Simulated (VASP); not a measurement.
# Ge in VASP: a series of runs

One sheet, Ge, is run at these levels: PBE+D3(BJ); tasks: single point.

All numbers are computed with VASP 6.6.1; they aren't measurements. Logs are shortened: lines on timing, memory, paths and dates and some standing lists are left out, and cuts for length are marked.

**1. The structure**

The cell holds a sheet with vacuum, 2 atoms: a = 4.021 Å, b = 4.021 Å, c = 25.160 Å, α = 90.00°, β = 90.00°, γ = 120.00°.

The cell was built by a generator and needn't be a form met in nature.

**2. Single point, PBE+D3(BJ)**

INCAR reads:

```
ALGO = Fast
DIPOL = 0.5 0.5 0.292
EDIFF = 1E-7
ENCUT = 520
GGA = PE
IDIPOL = 3
ISIF = 2
ISMEAR = 0
IVDW = 12
LASPH = T
LCHARG = T
LDIPOL = T
LELF = T
LREAL = F
LVACPOTAV = T
LVHAR = T
LWAVE = F
NBANDS = 21
NELM = 100
PREC = Accurate
SIGMA = 0.03
```

KPOINTS reads:

```
k-points
0
Gamma
  12 12 1
```

POSCAR reads:

```
Ge
1.0
    4.0211921142      0.0000000000      0.0000000000
   -2.0105960571      3.4824545244      0.0000000000
    0.0000000000      0.0000000000     25.1599999975
Ge
2
Direct
    0.3333333333      0.6666666667      0.2781234815
    0.6666666667      0.3333333333      0.3053423373
```

Potentials or basis: VASP PAW PBE potentials, release 64 (Ge_d).

Launch:

```
> cat potpaw_PBE.64/Ge_d/POTCAR > POTCAR
> mpirun -np 1 vasp_std > vasp.out
```

OUTCAR:

```text
EDIFF = 1E-7
   ENCUT = 520
   GGA = PE
   ISIF = 2
   ISMEAR = 0
   IVDW = 12
   LASPH = T
   LREAL = F
   NELM = 100
   PREC = Accurate
 IVDW          = 12

 ion  position               nearest neighbor table
   1  0.333  0.667  0.278-   2 2.42   2 2.42   2 2.42
   2  0.667  0.333  0.305-   1 2.42   1 2.42   1 2.42

  LATTYP: Found a hexagonal cell.
 ALAT       =     4.0211921142
 C/A-ratio  =     6.2568510240

  Lattice vectors:

 A1 = (   4.0211921142,   0.0000000000,   0.0000000000)
 A2 = (  -2.0105960571,   3.4824545244,   0.0000000000)
 A3 = (   0.0000000000,   0.0000000000,  25.1599999975)

Analysis of symmetry for initial positions (statically):
=====================================================================
 Subroutine PRICEL returns:
 Original cell was already a primitive cell.

 Routine SETGRP: Setting up the symmetry group for a
 hexagonal supercell.

 Subroutine GETGRP returns: Found 12 space group operations
 (whereof  6 operations were pure point group operations)
 out of a pool of 24 trial point group operations.

The static configuration has the point symmetry C_3v.
 The point group associated with its full space group is D_3d.

Analysis of symmetry for dynamics (positions and initial velocities):
=====================================================================
 Subroutine PRICEL returns:
 Original cell was already a primitive cell.

 Routine SETGRP: Setting up the symmetry group for a
 hexagonal supercell.

 Subroutine GETGRP returns: Found 12 space group operations
 (whereof  6 operations were pure point group operations)
 out of a pool of 24 trial point group operations.

The dynamic configuration has the point symmetry C_3v.
 The point group associated with its full space group is D_3d.

 Subroutine INISYM returns: Found 12 space group operations
 (whereof  6 operations are pure point group operations),
 and found     1 'primitive' translations

----------------------------------------------------------------------------------------

                                     Primitive cell

  volume of cell :     352.3310

  direct lattice vectors                    reciprocal lattice vectors
     4.021192114  0.000000000  0.000000000     0.248682473  0.143576893  0.000000000
[... 83 lines left out ...]
   NSW    =      0    number of steps for IOM
   IBRION =     -1    ionic relax: 0-MD 1-quasi-New 2-CG
   NFREE  =      0    steps in history (QN), initial steepest desc. (CG)
   ISIF   =      2    stress and relaxation
   ISYM   =      2    0-nonsym 1-usesym 2-fastsym
   POTIM  = 0.5000    time-step for ionic-motion
   TEBEG  =    0.0;   TEEND  =   0.0 temperature during run
   PSTRESS=    0.0 pullay stress
   NELECT =      28.0000    total number of electrons
   NUPDOWN=      -1.0000    fix difference up-down
   EMIN   =  10.00;   EMAX   =-10.00  energy-range for DOS
   EFERMI =   0.00;   METHOD = LEGACY
   ISMEAR =     0;   SIGMA  =   0.03  broadening in eV -4-tet -1-fermi 0-gaus
   EFERMI_NEDOS =   21; number of points for ismear=-14 and -15
   IALGO  =     68    algorithm
   IMIX   =      4    mixing-type and parameters
     AMIX     =   0.40;   BMIX     =  1.00
     AMIX_MAG =   1.60;   BMIX_MAG =  1.00
  volume/ion in A,a.u.               =     176.17      1188.82
  Fermi-wavevector in a.u.,A,eV,Ry     =   0.703845  1.330075  6.740301  0.495398
  Thomas-Fermi vector in A             =   1.788926
   LORBIT       =      0    0 simple, 1 ext, 2 COOP (PROOUT), +10 PAW based schemes
   GGA     = PE    functional components
   LHFCALC =     F    Hartree Fock is set to
   AEXX    =    0.0000 exact exchange contribution
   IVDW    =    12    specifies the selected vdW correction
   LEPSILON=     F    determine dielectric tensor
   LRPA    =     F    only Hartree local field effects (RPA)
 non-spin polarized calculation
 RMM-DIIS sequential band-by-band and
 Gauss-broadening in eV      SIGMA  =   0.03
  energy-cutoff  :      520.00
  volume of cell :      352.33
 maximum number of plane-waves:      9551
 NGX is ok and might be reduce to    30
   NGX = 15   NGY = 15   NGZ = 93

 dipolmoment           0.000000      0.000000     -0.000000 electrons x Angstroem

 number of electron      28.0000015 magnetization

 dipolmoment           0.000000      0.000000      0.000000 electrons x Angstroem

 Free energy of the ion-electron system (eV)
  ---------------------------------------------------
  ext. energy  EPLUGINS =         0.00000000
  ---------------------------------------------------
  free energy    TOTEN  =        -8.07597587 eV

  energy without entropy =       -8.07550571  energy(sigma->0) =       -8.07574079

 E-fermi :  -3.2890     XC(G=0):  -1.8240

 val. band max:       -3.2890153610   @ k =   0.3333   0.3333   0.0000
 cond. band min:      -3.2890148992   @ k =   0.3333   0.3333   0.0000
 fundamental gap:      0.0000004618
 Fermi energy:        -3.2890151302

 k-point     1 :       0.0000    0.0000    0.0000
  band No.  band energies     occupation
      1     -27.7949      2.00000
      2     -27.7949      2.00000
      3     -27.7441      2.00000
      4     -27.7441      2.00000
      5     -27.7416      2.00000
      6     -27.6731      2.00000
[... 445 lines left out ...]
     20       3.5955      0.00000
     21       3.7942      0.00000

------------------------ aborting loop because EDIFF is reached ----------------------------------------

 vacuum level on the upper side and lower side of the slab       (xc-potential included)        -0.102        -0.102

 Edisp (eV)   -0.30862

 E8    (eV) :    -0.1477

  FORCE on cell =-STRESS in cart. coord.  units (eV):
  Direction    XX          YY          ZZ          XY          YZ          ZX
  --------------------------------------------------------------------------------------
  -------------------------------------------------------------------------------------
  Total      -0.02391    -0.02391    -0.01311    -0.00000     0.00000    -0.00000
  in kB      -0.10875    -0.10875    -0.05963    -0.00000     0.00000    -0.00000
  external pressure =       -0.09 kB  Pullay stress =        0.00 kB

 VOLUME and BASIS-vectors are now :
 -----------------------------------------------------------------------------
  energy-cutoff  :      520.00
  volume of cell :      352.33
      direct lattice vectors                 reciprocal lattice vectors
     4.021192114  0.000000000  0.000000000     0.248682473  0.143576893  0.000000000
    -2.010596057  3.482454524  0.000000000     0.000000000  0.287153786  0.000000000
     0.000000000  0.000000000 25.159999998     0.000000000  0.000000000  0.039745628

 POSITION                                       TOTAL-FORCE (eV/Angst)
 -----------------------------------------------------------------------------------
     -0.00000      2.32164      6.99759         0.000000      0.000000     -0.003855
      2.01060      1.16082      7.68241        -0.000000      0.000000      0.003855
 -----------------------------------------------------------------------------------
    total drift:                                0.000000      0.000000      0.000025

  FREE ENERGIE OF THE ION-ELECTRON SYSTEM (eV)
  ---------------------------------------------------
  free  energy   TOTEN  =        -8.3845951858 eV

  energy  without entropy=       -8.3841250278  energy(sigma->0) =       -8.38436011

 vacuum level on the upper side and lower side of the slab         1.176         1.176
```

It took 7.3 min on 1 thread of Intel Xeon Platinum 8375C at 2.90GHz (Ice Lake), shared host; peak memory 0.47 GiB.

What came out:

```
Free energy                     : -8.3846 eV
Largest force                   : 0.004 eV/Å
Band gap on the k mesh          : none (metal or under the smearing width)
Dispersion energy per atom      : -0.154 eV
Work function of the upper face : 4.46 eV
Work function of the lower face : 4.46 eV
```

Forces in eV/Å, atoms in the order of the input:
```
Ge   0.000  0.000 -0.004
Ge   0.000  0.000  0.004
```

**3. Single point, PBE+D3(BJ)**

This run uses another cell than the first one, of 103.24 Å³/atom, 0.586 times its volume.

INCAR reads:

```
SYSTEM = Ge
PREC = Accurate
ENCUT = 520
EDIFF = 1E-6
ISMEAR = 0
SIGMA = 0.03
LREAL = .False.
LASPH = .True.
NELM = 100
ALGO = Normal
ISIF = 2
LWAVE = .False.
LCHARG = .False.
LDIPOL = .True.
IDIPOL = 3
DIPOL = 0.5 0.5 0.500
GGA = PE
IVDW = 12
NBANDS = 21
```

KPOINTS reads:

```
regular mesh
0
Gamma
  12 12 1
  0 0 0
```

POSCAR reads:

```
Ge
1.0
    4.0300000000      0.0000000000      0.0000000000
   -2.0150000000      3.4900823773      0.0000000000
    0.0000000000      0.0000000000     14.6800000000
Ge
2
Direct
    0.3333330000      0.6666670000      0.4768392371
    0.6666670000      0.3333330000      0.5231607629
```

Potentials or basis: VASP PAW PBE potentials, release 64 (Ge_d).

Launch:

```
> cat potpaw_PBE.64/Ge_d/POTCAR > POTCAR
> mpirun -np 1 vasp_std > vasp.out
```

Wall time 2.3 min (1 thread of Intel Xeon Platinum 8375C at 2.90GHz (Ice Lake), shared host); peak memory 0.32 GiB.

The run converged. Its results:

```
Free energy                : -8.3859 eV
Largest force              : 0.011 eV/Å
Band gap on the k mesh     : none (metal or under the smearing width)
Dispersion energy per atom : -0.154 eV
```

Forces on the atoms (eV/Å):
```
Ge   0.000  0.000 -0.011
Ge   0.000  0.000  0.011
```

Levels at points of the mesh, in eV from the Fermi level:
| k point | band 11 | band 12 | band 13 | band 14 | band 15 | band 16 | band 17 | band 18 |
| --- | --- | --- | --- | --- | --- | --- | --- | --- |
| (0.00, 0.00, 0.00) | -11.30 | -3.52 | -0.47 | -0.47 | 0.53 | 2.31 | 3.89 | 3.89 |
| (0.50, 0.00, 0.00) | -9.26 | -7.41 | -2.01 | -1.16 | 0.69 | 1.64 | 5.46 | 6.33 |
